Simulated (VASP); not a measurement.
Here is a VASP 6.6.1 calculation.

Contents of INCAR:

```
ALGO = Fast ; EDIFF = 1E-8
ENCUT = 350 ; GGA = PE
IBRION = 6 ; ISIF = 3
ISMEAR = 0 ; LASPH = T
LCHARG = F ; LREAL = F
LWAVE = F ; NBANDS = 12
NELM = 100 ; NFREE = 2
NSW = 1 ; POTIM = 0.015
PREC = Accurate ; SIGMA = 0.1
```

File KPOINTS:

```
k-points
0
Gamma
  18 18 18
```

File POSCAR:

```
Ta                                      
1.0
   -1.6591222762      1.6591222762      1.6591222762
    1.6591222762     -1.6591222762      1.6591222762
    1.6591222762      1.6591222762     -1.6591222762
  Ta            
     1
Direct
     0.0000000000000000    0.0000000000000000    0.0000000000000000
```

Potentials or basis: VASP PAW PBE potentials, release 64 (Ta_pv).

Launch:

```sh
$ cat potpaw_PBE.64/Ta_pv/POTCAR > POTCAR
$ mpirun -np 1 vasp_std > vasp.out
```

Q: Estimate the elastic constants C11, C12, C44.

A: 267, 162, 75 GPa.

Q: Estimate the Voigt bulk modulus.

A: 197 GPa.

Clamped-ion elastic tensor (GPa):
```
267 162 162   0   0   0
162 267 162   0   0   0
162 162 267   0   0   0
  0   0   0  75   0   0
  0   0   0   0  75   0
  0   0   0   0   0  75
```

The run has no spin-orbit coupling, so splittings on Ta are missing.
